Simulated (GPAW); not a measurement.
Ir, 1 atom in the cell. Symmetry: Fm-3m, No. 225, cubic system. The conventional cell has a = 3.831 Å, b = 3.831 Å, c = 3.831 Å, α = 90.00°, β = 90.00°, γ = 90.00°. Ir (site symmetry m-3m) is surrounded by 12 Ir at 2.71 Å. 

- Program: GPAW 26.7.0
- Task: equation of state
- Functional: PBEsol
- Potentials or basis: PAW data sets generated in the run's folder for this functional
- Cutoff: 600 eV
- Basis: pw
- k mesh: 12 × 12 × 12
- Occupations: fermi-dirac, width 0.05 eV
- Spin: no spin polarisation
- Maxiter: 150
- Eos scales: [0.94, 0.96, 0.98, 1.0, 1.02, 1.04, 1.06]

Potentials or basis: PAW data sets generated in the run's folder for this functional, pw.

Launch:

```sh
$ gpaw-setup -f PBEsol Ir
$ OMP_NUM_THREADS=1 python run.py
```

Hardware: 1 thread of Arm Neoverse V1, on a shared host.

Q: Estimate the wall time of this run.

A: It took 75 s on 1 thread of Arm Neoverse V1 (shared host), peak memory 0.19 GiB. Counts: scf iterations 56, plane waves 459, bands 16, k points 72.
